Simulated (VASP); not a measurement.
ZrSe2:

```
Zr Se
1.0
     3.79800    0.00000    0.00000
    -1.89900    3.28916    0.00000
     0.00000    0.00000    6.19200
Zr Se
1 2
Direct
  0.00000 0.00000 0.00000
  0.33333 0.66667 0.25000
  0.66667 0.33333 0.75000
```

- Program: VASP 6.6.1
- Task: relaxation of cell and atoms
- Functional: PBEsol
- Potentials or basis: VASP PAW PBE potentials, release 64 (Zr_sv, Se)
- Cutoff: 600 eV
- k mesh: 9 × 9 × 5
- Occupations: gaussian, width 0.03 eV
- Spin: no spin polarisation

At the start: pressure -1.1 GPa; volume 25.78 Å³/atom.

How do energy, volume and symmetry change on relaxing?

Over 18 steps the energy falls by 6.8 meV/atom and the volume is 24.73 Å³/atom (-4.1 %); space group P-3m1 (No. 164, to 0.05 Å).

Step by step:
```tsv
step	energy change (eV)	largest force (eV/Å)	pressure (GPa)	volume (Å³)
1	0.0000	0.1101	-1.06	77.35
2	-0.0117	0.2678	0.78	75.46
3	-0.0117	0.2575	0.67	75.58
4	-0.0173	0.0111	-0.14	75.71
5	-0.0175	0.0436	-0.04	75.69
6	-0.0178	0.0376	-0.08	75.64
7	-0.0186	0.0209	-0.22	75.46
8	-0.0191	0.0137	-0.47	75.11
9	-0.0192	0.0102	-0.47	75.05
10	-0.0194	0.0006	-0.36	74.87
11	-0.0197	0.0186	-0.18	74.52
12	-0.0195	0.0566	0.18	73.82
13	-0.0198	0.0297	-0.08	74.33
14	-0.0199	0.0281	-0.07	74.31
15	-0.0201	0.0228	-0.02	74.25
16	-0.0202	0.0122	0.06	74.13
17	-0.0202	0.0131	0.05	74.14
18	-0.0203	0.0037	0.01	74.18
```

Final structure:
```
Zr Se
1.0
     3.73304    0.00000    0.00000
    -1.86652    3.23290    0.00000
     0.00000    0.00000    6.14638
Zr Se
1 2
Cartesian
  0.0000 0.0000 0.0000
  0.0000 2.1553 1.5879
  1.8665 1.0776 4.5585
```

Caveat: the PAW data sets were made with another functional, which shifts forces and pressure a little; this functional lacks dispersion, which binds the layers, so the pressure and a relaxed spacing across them are unreliable.
